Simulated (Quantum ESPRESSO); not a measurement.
The system is C.

```
C
1.0
     4.25517    0.00000    0.00000
     0.00000    4.25517    0.00000
     0.00000    0.00000    1.28229
C
1
Direct
  0.50000 0.50000 0.50000
```

The cell was built by a generator and needn't be a form met in nature.

Base run:

| Quantity | Value |
| --- | --- |
| Program | Quantum ESPRESSO 7.5 |
| Functional | PBE |
| Potentials or basis | SSSP 1.3 efficiency PBE |
| Cutoff | 748 eV |
| Density cutoff | 5987 eV |
| k mesh | 6 × 6 × 20 |
| Occupations | fermi-dirac, width 0.05 eV |
| Spin | no spin polarisation |

Its results: pressure 0.1 GPa.

Q: The run is repeated on the same cell with these changes: potentials or basis from SSSP 1.3 efficiency PBE to SG15 PBE 1.2; cutoff from 748 eV to 1197 eV; density cutoff from 5987 eV to 4789 eV; k mesh from 6 × 6 × 20 to 4 × 4 × 14. What comes out?

A: Pressure -0.9 GPa.

Caveats: some runs use coarse meshes.

Not every run made on this cell is shown here.
